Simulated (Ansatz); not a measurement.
**Cu under changes of volume**

One of the cells (11.458 Å³/atom); the others are scaled copies at fixed shape and fractional positions:

```
CELL_PARAMETERS angstrom
-1.44279 1.44279 1.37608
1.44279 -1.44279 1.37608
1.44279 1.44279 -1.37608
ATOMIC_POSITIONS crystal
Cu 0.00000 0.00000 0.00000
```

This isn't the form of Cu at room conditions, which is fcc.

```yaml
Program: Ansatz 0.2.0
Functional: PBEsol
Potentials_or_basis: Ansatz PAW
Cutoff: "420 eV (not typed: the program's choice for these potentials)"
k_mesh: 13 × 13 × 13
Occupations: fermi-dirac, width 0.05 eV
Spin: no spin polarisation
```

| volume (Å³/atom) | energy over the lowest point (meV/atom) | pressure (GPa) |
| --- | --- | --- |
| 10.771 | 17.00 | 10.1 |
| 11.000 | 5.77 | 5.8 |
| 11.229 | 0.33 | 2.0 |
| 11.458 | 0.00 | -1.4 |
| 11.687 | ? | ? |
| 11.916 | 12.42 | -7.0 |
| 12.146 | 24.17 | -9.3 |

Task: What does the run at 11.687 Å³/atom give?

Result: Energy over the lowest point 4.21 meV/atom; pressure -4.4 GPa.

Worked out: A Birch-Murnaghan fit of order 3 (a polynomial in V^(-2/3)) to the other rows has its minimum at 11.36 Å³/atom with B0 = V·E''(V) = 165 GPa and B' = 5.2 at fixed shape and positions, which overstates the stiffness. It gives 4.22 meV/atom at 11.687 Å³/atom, against the run's 4.21, and -dE/dV = -4.4 GPa, against -4.4.

Energies are extrapolated to zero smearing.

Caveats: the PAW data sets come from PBE, with cores solved anew for the run's functional, which leaves a small shift of forces and pressure.
